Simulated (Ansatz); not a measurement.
# TaN: moving Ta off its site

TaN, P6/mmm, a = 5.205 Å, c = 2.904 Å. This isn't the usual stable structure of the compound. Ansatz: PBEsol, PAW, 420 eV, Γ-centred 12×12×16 mesh on 6 atoms, Gaussian smearing 0.15 eV; no spin polarisation.

```yaml
crystal:
  lattice:
    - [5.20509, 0.00000, 0.00000]
    - [-2.60254, 4.50774, 0.00000]
    - [0.00000, 0.00000, 2.90359]
  atoms:
    - { symbol: Ta, position: [0.00000, 0.00000, 0.00000] }
    - { symbol: Ta, position: [0.33333, 0.66667, 0.50000] }
    - { symbol: Ta, position: [0.66667, 0.33333, 0.50000] }
    - { symbol: N, position: [0.50000, 0.00000, 0.00000] }
    - { symbol: N, position: [0.50000, 0.50000, 0.00000] }
    - { symbol: N, position: [0.00000, 0.50000, 0.00000] }
```

Atom 2 (Ta) moves by x along the unit vector (0.000, 0.000, -1.000), with its periodic images; all else is held. y is the free energy of the cell over the start, F the force along the path summed over the moved atoms. Symmetry makes y even in x.

| x (Å) | y (meV) | F (eV/Å) |
| --- | --- | --- |
| -0.4500 | ? | ? |
| -0.2250 | 547.3 | 4.95 |
| 0.0000 | 0.0 | 0.00 |
| 0.1125 | 135.1 | -2.41 |
| 0.2813 | 863.9 | -6.31 |
| 0.3375 | 1258.9 | -7.76 |
| 0.3938 | 1739.4 | -9.32 |

Fit y = c2 x² + c4 x⁴ to the energies of the other rows, give the force constant, and predict energy and force of the missing row.

Least squares on the rows shown. y = 10608 x² + 3913.8 x⁴. The force constant is 2 c2 = 21.2 eV/Å² (for all images moving together, not for a lone atom). The force −dy/dx at the missing row is 10.97 eV/Å (computed 11.00). At x = -0.4500 the fit asked for gives 2308.6 meV. The run gave 2309.9 meV, so the fit is 1.3 meV too low, a small miss on the scale of the series.

Spin–orbit coupling is left out, which can shift energies with elements as heavy as these.